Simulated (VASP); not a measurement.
# TiTe2 in VASP: work function with PBEsol

Aim: the work function of TiTe2 with PBEsol.

Program: VASP 6.6.1. These are calculated values, not measurements. Logs are shortened: lines on timing, memory, paths and dates and some standing lists are left out, and cuts for length are marked.

## Step 1: The slab as given

The cell holds a slab with vacuum, 9 atoms: a = 3.777 Å, b = 3.777 Å, c = 32.411 Å, α = 90.00°, β = 90.00°, γ = 120.00°.

## Step 2: Work function, PBEsol

The input, INCAR:

```
PREC = Accurate
ENCUT = 520
EDIFF = 1E-7
ISMEAR = 1
SIGMA = 0.1
LREAL = False
LASPH = True
NELM = 60
ALGO = Normal
ISIF = 2
LWAVE = False
LCHARG = True
LDIPOL = True
IDIPOL = 3
DIPOL = 0.5 0.5 0.500
GGA = PS
LVHAR = True
LVACPOTAV = True
KPAR = 8
```

The input, KPOINTS:

```
Automatic mesh
0
Gamma
  10 10 1
```

The input, POSCAR:

```
TiTe2                                   
1.0
    3.7770000000      0.0000000000      0.0000000000
   -1.8885000000      3.2709779500      0.0000000000
    0.0000000000      0.0000000000     32.4113488000
  Te              Ti            
     6     3
Direct
     0.3333333332999970    0.6666666667000030    0.2516099250244628
     0.6666666667000030    0.3333333332999970    0.3562567159589904
     0.3333333332999970    0.6666666667000030    0.4479341016411813
     0.6666666667000030    0.3333333332999970    0.5520658983588187
     0.3333333332999970    0.6666666667000030    0.6437432840410098
     0.6666666667000030    0.3333333332999970    0.7483900749755370
     0.0000000000000000    0.0000000000000000    0.3042091844486521
     0.0000000000000000    0.0000000000000000    0.5000000000000000
     0.0000000000000000    0.0000000000000000    0.6957908155513480
```

Potentials or basis: VASP PAW PBE potentials, release 64 (Te, Ti_sv).

Launch:

```console
> cat potpaw_PBE.64/Te/POTCAR potpaw_PBE.64/Ti_sv/POTCAR > POTCAR
> mpirun -np 8 vasp_std > vasp.out
```

OUTCAR:

```text
PREC = Accurate
   ENCUT = 520
   EDIFF = 1E-7
   ISMEAR = 1
   LREAL = False
   LASPH = True
   NELM = 60
   ISIF = 2
   GGA = PS

 ion  position               nearest neighbor table
   1  0.333  0.667  0.252-   7 2.77   7 2.77   7 2.77
   2  0.667  0.333  0.356-   7 2.76   7 2.76   7 2.76
   3  0.333  0.667  0.448-   8 2.76   8 2.76   8 2.76
   4  0.667  0.333  0.552-   8 2.76   8 2.76   8 2.76
   5  0.333  0.667  0.644-   9 2.76   9 2.76   9 2.76
   6  0.667  0.333  0.748-   9 2.77   9 2.77   9 2.77
   7  0.000  0.000  0.304-   2 2.76   2 2.76   2 2.76   1 2.77   1 2.77   1 2.77
   8  0.000  0.000  0.500-   3 2.76   4 2.76   3 2.76   4 2.76   4 2.76   3 2.76
   9  0.000  0.000  0.696-   5 2.76   5 2.76   5 2.76   6 2.77   6 2.77   6 2.77

  LATTYP: Found a hexagonal cell.
 ALAT       =     3.7770000000
 C/A-ratio  =     8.5812414085

  Lattice vectors:

 A1 = (   3.7770000000,   0.0000000000,   0.0000000000)
 A2 = (  -1.8885000000,   3.2709779500,   0.0000000000)
 A3 = (   0.0000000000,   0.0000000000,  32.4113488000)

Analysis of symmetry for initial positions (statically):
=====================================================================
 Subroutine PRICEL returns:
 Original cell was already a primitive cell.

 Routine SETGRP: Setting up the symmetry group for a
 hexagonal supercell.

 Subroutine GETGRP returns: Found 12 space group operations
 (whereof 12 operations were pure point group operations)
 out of a pool of 24 trial point group operations.

The static configuration has the point symmetry D_3d.

Analysis of symmetry for dynamics (positions and initial velocities):
=====================================================================
 Subroutine PRICEL returns:
 Original cell was already a primitive cell.

 Routine SETGRP: Setting up the symmetry group for a
 hexagonal supercell.

 Subroutine GETGRP returns: Found 12 space group operations
 (whereof 12 operations were pure point group operations)
 out of a pool of 24 trial point group operations.

The dynamic configuration has the point symmetry D_3d.

 Subroutine INISYM returns: Found 12 space group operations
 (whereof 12 operations are pure point group operations),
 and found     1 'primitive' translations

----------------------------------------------------------------------------------------

                                     Primitive cell

  volume of cell :     400.4255

  direct lattice vectors                    reciprocal lattice vectors
     3.777000000  0.000000000  0.000000000     0.264760392  0.152859484  0.000000000
    -1.888500000  3.270977950  0.000000000     0.000000000  0.305718967  0.000000000
     0.000000000  0.000000000 32.411348800     0.000000000  0.000000000  0.030853390

  length of vectors
     3.777000000  3.777000000 32.411348800     0.305718967  0.305718967  0.030853390

  position of ions in fractional coordinates (direct lattice)
     0.333333333  0.666666667  0.251609925
     0.666666667  0.333333333  0.356256716
     0.333333333  0.666666667  0.447934102
     0.666666667  0.333333333  0.552065898
     0.333333333  0.666666667  0.643743284
     0.666666667  0.333333333  0.748390075
     0.000000000  0.000000000  0.304209184
     0.000000000  0.000000000  0.500000000
     0.000000000  0.000000000  0.695790816

  ion indices of the primitive-cell ions
   primitive index   ion index
                 1           1
                 2           2
                 3           3
                 4           4
                 5           5
                 6           6
                 7           7
                 8           8
                 9           9

----------------------------------------------------------------------------------------

 KPOINTS: Automatic mesh

Automatic generation of k-mesh.
 Grid dimensions read from file:
 generate k-points for:   10   10    1

 Generating k-lattice:

  Cartesian coordinates                     Fractional coordinates (reciprocal lattice)
     0.026476039  0.015285948  0.000000000     0.100000000 -0.000000000  0.000000000
     0.000000000  0.030571897  0.000000000     0.000000000  0.100000000  0.000000000
     0.000000000  0.000000000  0.030853390     0.000000000  0.000000000  1.000000000

  Length of vectors
     0.030571897  0.030571897  0.030853390

  Shift w.r.t. Gamma in fractional coordinates (k-lattice)
     0.000000000  0.000000000  0.000000000

 Subroutine IBZKPT returns following result:
 ===========================================

 Found     14 irreducible k-points:

 Following reciprocal coordinates:
            Coordinates               Weight
  0.000000  0.000000  0.000000      1.000000
  0.100000  0.000000  0.000000      6.000000
  0.200000  0.000000  0.000000      6.000000
  0.300000  0.000000  0.000000      6.000000
  0.400000  0.000000  0.000000      6.000000
  0.500000  0.000000  0.000000      3.000000
  0.100000  0.100000  0.000000      6.000000
  0.200000  0.100000  0.000000     12.000000
  0.300000  0.100000  0.000000     12.000000
  0.400000  0.100000  0.000000     12.000000
  0.200000  0.200000  0.000000      6.000000
  0.300000  0.200000  0.000000     12.000000
  0.400000  0.200000  0.000000      6.000000
  0.300000  0.300000  0.000000      6.000000
   k-points           NKPTS =     14   k-points in BZ     NKDIM =     14   number of bands    NBANDS=     43
   number of dos      NEDOS =    301   number of ions     NIONS =      9
   total plane-waves  NPLWV = 196000
   dimension x,y,z NGX =    28 NGY =   28 NGZ =  250
   dimension x,y,z NGXF=    56 NGYF=   56 NGZF=  500
   ions per type =               6   3
   NGX,Y,Z   is equivalent  to a cutoff of  12.32, 12.32, 12.82 a.u.
   NGXF,Y,Z  is equivalent  to a cutoff of  24.65, 24.65, 25.65 a.u.
 SYSTEM =  unknown system
   PREC   = accura    normal or accurate (medium, high low for compatibility)
   ISTART =      0    job   : 0-new  1-cont  2-samecut
   ICHARG =      2    charge: 1-file 2-atom 10-const
   ISPIN  =      1    spin polarized calculation?
   LNONCOLLINEAR =      F non collinear calculations
   LSORBIT =      F    spin-orbit coupling
   LASPH  =      T    aspherical Exc in radial PAW
   ENCUT  =  520.0 eV  38.22 Ry    6.18 a.u.   7.02  7.02 60.26*2*pi/ulx,y,z
   NELM   =     60;   NELMIN=  2; NELMDL= -5     # of ELM steps
   EDIFF  = 0.1E-06   stopping-criterion for ELM
   LREAL  =      F    real-space projection
   EDIFFG = 0.1E-05   stopping-criterion for IOM
   NSW    =      0    number of steps for IOM
   IBRION =     -1    ionic relax: 0-MD 1-quasi-New 2-CG
   NFREE  =      0    steps in history (QN), initial steepest desc. (CG)
   ISIF   =      2    stress and relaxation
   ISYM   =      2    0-nonsym 1-usesym 2-fastsym
   POTIM  = 0.5000    time-step for ionic-motion
   TEBEG  =    0.0;   TEEND  =   0.0 temperature during run
   PSTRESS=    0.0 pullay stress
   NELECT =      72.0000    total number of electrons
   NUPDOWN=      -1.0000    fix difference up-down
   EMIN   =  10.00;   EMAX   =-10.00  energy-range for DOS
   EFERMI =   0.00;   METHOD = LEGACY
   ISMEAR =     1;   SIGMA  =   0.10  broadening in eV -4-tet -1-fermi 0-gaus
   EFERMI_NEDOS =   21; number of points for ismear=-14 and -15
   IALGO  =     38    algorithm
   IMIX   =      4    mixing-type and parameters
     AMIX     =   0.40;   BMIX     =  1.00
     AMIX_MAG =   1.60;   BMIX_MAG =  1.00
  volume/ion in A,a.u.               =      44.49       300.24
  Fermi-wavevector in a.u.,A,eV,Ry     =   0.924014  1.746133 11.616673  0.853801
  Thomas-Fermi vector in A             =   2.049713
   LORBIT       =      0    0 simple, 1 ext, 2 COOP (PROOUT), +10 PAW based schemes
   GGA     = PS    functional components
   LHFCALC =     F    Hartree Fock is set to
   AEXX    =    0.0000 exact exchange contribution
   IVDW    =     0    specifies the selected vdW correction
   LEPSILON=     F    determine dielectric tensor
   LRPA    =     F    only Hartree local field effects (RPA)
 non-spin polarized calculation
 Methfessel and Paxton  Order N= 1 SIGMA  =   0.10
  energy-cutoff  :      520.00
  volume of cell :      400.43
 maximum number of plane-waves:     10827
 NGX is ok and might be reduce to    28
   NGX = 13   NGY = 13   NGZ =121

 number of electron      71.9999985 magnetization

 dipolmoment           0.000000      0.000000      0.000000 electrons x Angstroem

 Free energy of the ion-electron system (eV)
  ---------------------------------------------------
  ext. energy  EPLUGINS =         0.00000000
  ---------------------------------------------------
  free energy    TOTEN  =       -52.36015336 eV

  energy without entropy =      -52.35495275  energy(sigma->0) =      -52.35841982

 E-fermi :   2.0258     XC(G=0):  -6.3113

 val. band max:        2.0120115847   @ k =   0.3000   0.0000   0.0000
 cond. band min:       2.0297431270   @ k =   0.1000   0.0000   0.0000
 fundamental gap:      0.0177315423
 Fermi energy:         2.0258039539

 k-point     1 :       0.0000    0.0000    0.0000
  band No.  band energies     occupation
      1     -55.2158      2.00000
      2     -55.2158      2.00000
      3     -55.1999      2.00000
      4     -31.5726      2.00000
      5     -31.5726      2.00000
      6     -31.5726      2.00000
[... 35 lines left out ...]
     42       3.0293     -0.00000
     43       3.0966     -0.00000

 k-point     2 :       0.1000    0.0000    0.0000
  band No.  band energies     occupation
      1     -55.2155      2.00000
      2     -55.2155      2.00000
      3     -55.1996      2.00000
      4     -31.5767      2.00000
      5     -31.5767      2.00000
      6     -31.5735      2.00000
[... 35 lines left out ...]
     42       3.2446     -0.00000
     43       3.3307     -0.00000

 k-point     3 :       0.2000    0.0000    0.0000
  band No.  band energies     occupation
      1     -55.2148      2.00000
      2     -55.2148      2.00000
      3     -55.1989      2.00000
      4     -31.5875      2.00000
      5     -31.5875      2.00000
      6     -31.5760      2.00000
[... 35 lines left out ...]
     42       3.3834     -0.00000
     43       3.3956     -0.00000

 k-point     4 :       0.3000    0.0000    0.0000
  band No.  band energies     occupation
      1     -55.2138      2.00000
      2     -55.2138      2.00000
      3     -55.1979      2.00000
      4     -31.6008      2.00000
      5     -31.6008      2.00000
      6     -31.5892      2.00000
[... 403 lines left out ...]
     42       3.2964     -0.00000
     43       3.3452     -0.00000

 k-point    13 :       0.4000    0.2000    0.0000
  band No.  band energies     occupation
      1     -55.2125      2.00000
      2     -55.2125      2.00000
      3     -55.1966      2.00000
      4     -31.6103      2.00000
      5     -31.6103      2.00000
      6     -31.5988      2.00000
[... 35 lines left out ...]
     42       3.2562     -0.00000
     43       3.2999     -0.00000

 k-point    14 :       0.3000    0.3000    0.0000
  band No.  band energies     occupation
      1     -55.2124      2.00000
      2     -55.2124      2.00000
      3     -55.1965      2.00000
      4     -31.6060      2.00000
      5     -31.6060      2.00000
      6     -31.5977      2.00000
[... 35 lines left out ...]
     42       3.2046     -0.00000
     43       3.2812     -0.00000

------------------------ aborting loop because EDIFF is reached ----------------------------------------

  FORCE on cell =-STRESS in cart. coord.  units (eV):
  Direction    XX          YY          ZZ          XY          YZ          ZX
  --------------------------------------------------------------------------------------
  -------------------------------------------------------------------------------------
  Total       -3.2648243     -3.2648243     -0.0685162      0.0000000      0.0000000      0.0000000
  in kB      -13.0631735    -13.0631735     -0.2741463      0.0000000      0.0000000      0.0000000
  external PRESSURE =      -8.8001644 kB  Pullay stress =       0.0000000 kB

 VOLUME and BASIS-vectors are now :
 -----------------------------------------------------------------------------
  energy-cutoff  :      520.00
  volume of cell :      400.43
      direct lattice vectors                 reciprocal lattice vectors
     3.777000000  0.000000000  0.000000000     0.264760392  0.152859484  0.000000000
    -1.888500000  3.270977950  0.000000000     0.000000000  0.305718967  0.000000000
     0.000000000  0.000000000 32.411348800     0.000000000  0.000000000  0.030853390

 POSITION                                       TOTAL-FORCE (eV/Angst)
 -----------------------------------------------------------------------------------
     -0.00000      2.18065      8.15502        -0.000000     -0.000000      0.005870
      1.88850      1.09033     11.54676         0.000000     -0.000000      0.005818
     -0.00000      2.18065     14.51815        -0.000000     -0.000000     -0.001374
      1.88850      1.09033     17.89320        -0.000000      0.000000      0.001374
     -0.00000      2.18065     20.86459        -0.000000      0.000000     -0.005818
      1.88850      1.09033     24.25633         0.000000      0.000000     -0.005870
      0.00000      0.00000      9.85983        -0.000000      0.000000     -0.008753
      0.00000      0.00000     16.20567         0.000000      0.000000      0.000000
      0.00000      0.00000     22.55152         0.000000      0.000000      0.008753
 -----------------------------------------------------------------------------------
    total drift:                               -0.000000     -0.000000      0.000000

  FREE ENERGIE OF THE ION-ELECTRON SYSTEM (eV)
  ---------------------------------------------------
  free  energy   TOTEN  =       -52.3601533553 eV

  energy  without entropy=      -52.3549527541  energy(sigma->0) =      -52.35841982

 vacuum level on the upper side and lower side of the slab         6.999         6.999
```

It took 98 s on 8 MPI ranks of Intel Xeon Platinum 8559C (Emerald Rapids), shared host; peak memory 0.58 GiB.

Results:

| Quantity | Value |
| --- | --- |
| Free energy | -52.3602 eV |
| Largest force | 0.009 eV/Å |
| Band gap on the k mesh | none (metal or under the smearing width) |
| Work function of the upper face | 4.97 eV |
| Work function of the lower face | 4.97 eV |

Forces on the atoms (eV/Å):
```
Te   0.000  0.000  0.006
Te   0.000  0.000  0.006
Te   0.000  0.000 -0.001
Te   0.000  0.000  0.001
Te   0.000  0.000 -0.006
Te   0.000  0.000 -0.006
Ti   0.000  0.000 -0.009
Ti   0.000  0.000  0.000
Ti   0.000  0.000  0.009
```

Levels at points of the mesh, in eV from the Fermi level:
| k point | band 33 | band 34 | band 35 | band 36 | band 37 | band 38 | band 39 | band 40 |
| --- | --- | --- | --- | --- | --- | --- | --- | --- |
| (0.00, 0.00, 0.00) | 0.38 | 0.38 | 0.38 | 0.38 | 0.44 | 0.78 | 0.78 | 0.98 |
| (0.50, 0.00, 0.00) | -1.12 | -1.08 | -0.81 | -0.65 | -0.21 | -0.05 | 0.01 | 1.13 |

Caveat: the PAW data sets were made with another functional, which shifts forces and pressure a little.
